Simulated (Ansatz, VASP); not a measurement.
**TePt3: VASP beside Ansatz**

```
Te Pt
1.0
     4.08582    0.00000    0.00000
     0.00000    4.08582    0.00000
     0.00000    0.00000    4.10769
Te Pt
1 3
Direct
  0.00000 0.00000 0.00000
  0.00000 0.50000 0.50000
  0.50000 0.00000 0.50000
  0.50000 0.50000 0.00000
```

Change from the starting cell: species swapped into the CdAu3 type (P4/mmm, No. 123).

Alike in both runs: task single point; functional PBE; k mesh 4 × 4 × 4; occupations gaussian, width 0.1 eV; no spin polarisation.

|  | VASP | Ansatz |
| --- | --- | --- |
| version | VASP 6.6.1 | Ansatz 0.2.0 |
| potentials or method | VASP PAW PBE potentials, release 64 (Te, Pt) | scalar-relativistic, plane waves, PAW |
| plane-wave cutoff (eV) | 520 | 420 |
| valence electrons in the cell | 36 | 70 |

```tsv
	VASP	Ansatz	Ansatz less VASP
gap on the k mesh at the Fermi level (eV)	none	none	-
pressure (GPa)	5.0	5.4	+0.36
largest component of the traceless stress (GPa)	0.06	0.06	0.000
```

A gap of «none» marks a metal or a gap that the smearing closes. With one functional, cell and mesh, what is left measures potentials, basis and numerics. The two sets of potentials don't hold the same shells in valence.

Caveats: the k mesh is coarse (spacing up to 0.38 Å⁻¹), so the values aren't converged. Spin-orbit coupling is left out, which matters for the levels of Pt, Te.
